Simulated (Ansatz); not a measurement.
W2C: equation of state with LDA

W2C:

```
CELL_PARAMETERS angstrom
3.07005 0.00000 0.00000
-1.53502 2.65874 0.00000
0.00000 0.00000 4.67843
ATOMIC_POSITIONS crystal
W 0.66667 0.33333 0.25367
W 0.33333 0.66667 0.74633
C 0.00000 0.00000 0.00000
```

The cell comes from a database or a generator and needn't be the stable form of this composition.

* Program: Ansatz 0.2.0
* Task: equation of state
* Functional: LDA
* Potentials or basis: all-electron LAPW, scalar-relativistic
* Basis error allowed: 0.002 eV/atom
* k mesh: 10 × 10 × 6
* Occupations: fermi-dirac, width 0.05 eV
* Spin: no spin polarisation

```
Equilibrium volume                        : 12.16 Å³/atom
Bulk modulus at fixed shape and positions : 371 GPa
Pressure derivative of the bulk modulus   : 4.4
```

Energy against volume, from the lowest point:
```tsv
volume (Å³/atom)	energy (meV/atom)
11.965	3.29
12.220	0.00
12.475	8.75
12.729	28.23
12.984	57.32
13.238	95.00
13.493	140.38
```

All runs of the series together: 2.9 min on 2 threads of AMD EPYC 7R13 Processor (Zen 3), on a shared host.

Caveat: the cell was scaled at fixed shape and fractional positions, which overstates the stiffness of a crystal with free parameters, most of all of layers and chains. Spin-orbit coupling is left out, which matters for the levels of W.
